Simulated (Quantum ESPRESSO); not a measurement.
Crystal: HfC.

```
CELL_PARAMETERS angstrom
0.00000 2.32500 2.32500
2.32500 0.00000 2.32500
2.32500 2.32500 0.00000
ATOMIC_POSITIONS crystal
Hf 0.50000 0.50000 0.50000
C 0.00000 0.00000 0.00000
```

Program: Quantum ESPRESSO 7.5. Alike in all runs: task band structure; potentials or basis SG15 PBE 1.2; no spin polarisation; cell as given; cutoff (eV) 1197; smearing fermi-dirac 0.05 eV.

Q: Order these runs on this cell by their pressure, lowest first.
A. level RPBE; k mesh 10 × 10 × 10; SCF threshold 4e-10 Ry
B. level revPBE; k mesh 10 × 10 × 10; SCF threshold 4e-10 Ry
C. level LDA; k mesh 10 × 10 × 10; SCF threshold 4e-10 Ry; form of the LDA correlation PZ81
D. level r2SCAN; k mesh 8 × 8 × 8; SCF threshold 1e-08 Ry; symmetry off
E. level PBEsol; k mesh 10 × 10 × 10; SCF threshold 4e-10 Ry

A: C (-14.8 GPa), D (-10.2 GPa), E (-6.2 GPa), B (5.3 GPa), A (6.8 GPa).

Caveats: the potentials were made for another functional, which shifts forces and pressure.

Runs at the PBE level aren't shown here.
